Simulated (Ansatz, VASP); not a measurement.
**One calculation of Ag, two programs**

```
CELL_PARAMETERS angstrom
0.00000 2.09418 2.14526
2.09418 0.00000 2.14526
2.09418 2.09418 0.00000
ATOMIC_POSITIONS crystal
Ag 0.00000 0.00000 0.00000
```

Change from the starting cell: strain +0.025 along x and y, +0.050 along z, atoms carried along.

Alike in both runs: task single point; functional PBEsol; k mesh 20 × 20 × 20; occupations gaussian, width 0.15 eV; no spin polarisation.

```csv
,VASP,Ansatz
version,VASP 6.6.1,Ansatz 0.2.0
potentials or method,"VASP PAW PBE potentials, release 64 (Ag)","scalar-relativistic, plane waves, PAW"
plane-wave cutoff (eV),520,420
valence electrons in the cell,11,19
```

VASP gave:

| Quantity | Value |
| --- | --- |
| gap on the k mesh at the Fermi level (eV) | none |
| pressure (GPa) | -10.3 |
| largest component of the traceless stress (GPa) | 0.48 |

Question: What did Ansatz give for the same quantities?

Answer: gap on the k mesh at the Fermi level (eV): none; pressure (GPa): -10.2; largest component of the traceless stress (GPa): 0.48.

A gap of «none» marks a metal or a gap that the smearing closes. The functional is the same, so the differences come from potentials, cutoffs and numerics. The two sets of potentials don't hold the same shells in valence.

Caveats: the PAW data sets were made with another functional, which shifts forces and pressure a little (VASP).
